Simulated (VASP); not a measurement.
Input of a VASP 6.6.1 run:

Contents of POSCAR:

```
TaS2
1.0
    3.3500000000      0.0000000000      0.0000000000
   -1.6750000000      2.9011851027      0.0000000000
    0.0000000000      0.0000000000      5.8600000000
Ta S
1 2
Direct
    0.0000000000      0.0000000000      0.0000000000
    0.6666666667      0.3333333333      0.7500000000
    0.3333333333      0.6666666667      0.2500000000
```

File INCAR.step1:

```
SYSTEM = TaS2
PREC = Accurate ; ENCUT = 520
EDIFF = 1E-7 ; ISMEAR = -1
SIGMA = 0.05 ; LREAL = .False.
LASPH = .True. ; NELM = 60
ALGO = Normal ; ISIF = 2
LWAVE = .False. ; LCHARG = .True.
LMAXMIX = 4 ; GGA = 91
NBANDS = 18
```

File KPOINTS.step1:

```
Automatic mesh
0
Gamma
  9 9 5
  0 0 0
```

File INCAR.step2:

```
SYSTEM = TaS2
PREC = Accurate ; ENCUT = 520
EDIFF = 1E-7 ; ISMEAR = 0
SIGMA = 0.05 ; LREAL = .False.
LASPH = .True. ; NELM = 60
ALGO = Normal ; ISIF = 2
LWAVE = .False. ; LCHARG = .False.
LMAXMIX = 4 ; GGA = 91
NBANDS = 18 ; ICHARG = 11
```

The input KPOINTS.step2:

```
path GMKGALHA,LM,KH
10
line-mode
reciprocal
 0.0000000000  0.0000000000  0.0000000000  G
 0.5000000000  0.0000000000  0.0000000000  M

 0.5000000000  0.0000000000  0.0000000000  M
 0.3333333333  0.3333333333  0.0000000000  K

 0.3333333333  0.3333333333  0.0000000000  K
 0.0000000000  0.0000000000  0.0000000000  G

 0.0000000000  0.0000000000  0.0000000000  G
 0.0000000000  0.0000000000  0.5000000000  A

 0.0000000000  0.0000000000  0.5000000000  A
 0.5000000000  0.0000000000  0.5000000000  L

 0.5000000000  0.0000000000  0.5000000000  L
 0.3333333333  0.3333333333  0.5000000000  H

 0.3333333333  0.3333333333  0.5000000000  H
 0.0000000000  0.0000000000  0.5000000000  A

 0.5000000000  0.0000000000  0.5000000000  L
 0.5000000000  0.0000000000  0.0000000000  M

 0.3333333333  0.3333333333  0.0000000000  K
 0.3333333333  0.3333333333  0.5000000000  H
```

Potentials or basis: VASP PAW PBE potentials, release 64 (Ta_pv, S).

Launch:

```console
$ cat potpaw_PBE.64/Ta_pv/POTCAR potpaw_PBE.64/S/POTCAR > POTCAR
$ cp INCAR.step1 INCAR
$ cp KPOINTS.step1 KPOINTS
$ mpirun -np 1 vasp_std > vasp.out
$ cp INCAR.step2 INCAR
$ cp KPOINTS.step2 KPOINTS
$ mpirun -np 1 vasp_std > vasp.out
```

**Question.** Predict the band gap along the path.

**Answer.** None (metal or under the smearing width).

Levels at the corners of the path, in eV from the Fermi level:
```tsv
point	band 7	band 8	band 9	band 10	band 11	band 12	band 13	band 14	band 15	band 16
Γ	-4.27	-4.27	-1.34	-0.79	-0.79	0.03	0.03	0.28	4.09	4.09
M	-4.61	-4.51	-4.11	-3.45	-2.26	-0.81	2.44	3.00	4.55	5.21
M	-4.61	-4.51	-4.11	-3.45	-2.26	-0.81	2.44	3.00	4.55	5.21
K	-5.49	-5.49	-3.81	-3.81	-3.17	1.18	2.13	2.13	4.21	4.21
K	-5.49	-5.49	-3.81	-3.81	-3.17	1.18	2.13	2.13	4.21	4.21
Γ	-4.27	-4.27	-1.34	-0.79	-0.79	0.03	0.03	0.28	4.09	4.09
Γ	-4.27	-4.27	-1.34	-0.79	-0.79	0.03	0.03	0.28	4.09	4.09
A	-4.24	-4.24	-3.56	-0.93	-0.93	0.00	0.00	1.24	4.51	4.51
A	-4.24	-4.24	-3.56	-0.93	-0.93	0.00	0.00	1.24	4.51	4.51
L	-5.24	-4.39	-4.24	-2.24	-1.98	-1.24	2.43	2.99	4.49	4.52
L	-5.24	-4.39	-4.24	-2.24	-1.98	-1.24	2.43	2.99	4.49	4.52
H	-5.57	-5.45	-3.77	-3.56	-3.56	1.26	1.47	1.47	5.12	5.12
H	-5.57	-5.45	-3.77	-3.56	-3.56	1.26	1.47	1.47	5.12	5.12
A	-4.24	-4.24	-3.56	-0.93	-0.93	0.00	0.00	1.24	4.51	4.51
L	-5.24	-4.39	-4.24	-2.24	-1.98	-1.24	2.43	2.99	4.49	4.52
M	-4.61	-4.51	-4.11	-3.45	-2.26	-0.81	2.44	3.00	4.55	5.21
K	-5.49	-5.49	-3.81	-3.81	-3.17	1.18	2.13	2.13	4.21	4.21
H	-5.57	-5.45	-3.77	-3.56	-3.56	1.26	1.47	1.47	5.12	5.12
```

Caveat: the log is that of the step along the path at fixed density, whose energy, stress, charges and moments have no meaning; spin-orbit coupling is left out, which moves the levels of the heavy elements.
